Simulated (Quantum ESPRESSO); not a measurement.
TePb:

```xyz
2
Lattice="0.0000 3.2310 3.2310 3.2310 0.0000 3.2310 3.2310 3.2310 0.0000" Properties=species:S:1:pos:R:3 pbc="T T T"
Pb    0.0000    0.0000    0.0000
Te    3.2310    3.2310    3.2310
```

| Property | Result |
| --- | --- |
| Program | Quantum ESPRESSO 7.5 |
| Task | phonons |
| Functional | PBE |
| Potentials or basis | GBRV 1.5 PBE |
| Cutoff | 612 eV |
| Density cutoff | 4898 eV |
| k mesh | 2 × 2 × 2, shifted |
| Occupations | fermi-dirac, width 0.05 eV |
| Spin | no spin polarisation |
| Mixing beta | 0.5 |
| Most SCF iterations | 120 |
| SCF threshold | 4e-10 Ry |

The cell and the atoms were relaxed first, to 33.77 Å³/atom (a = 4.571 Å, b = 4.571 Å, c = 4.571 Å, α = 60.00°, β = 60.00°, γ = 60.00°), and the response was taken there.

The first run showed a gap, so the response started from a second, tighter run with fixed occupations.

Question: Which optical modes does the crystal have at the zone centre, and which show in infrared and Raman spectra?

Answer: The optical modes are T1u. Infrared active: T1u. None is Raman active.

Optical modes at Γ, degenerate ones joined, polar ones without the macroscopic field:
| cm⁻¹ | components | symmetry | active in |
| --- | --- | --- | --- |
| 84 | 3 | T1u | IR |

Caveat: the k mesh is coarse (spacing up to 0.84 Å⁻¹), so the values aren't converged.
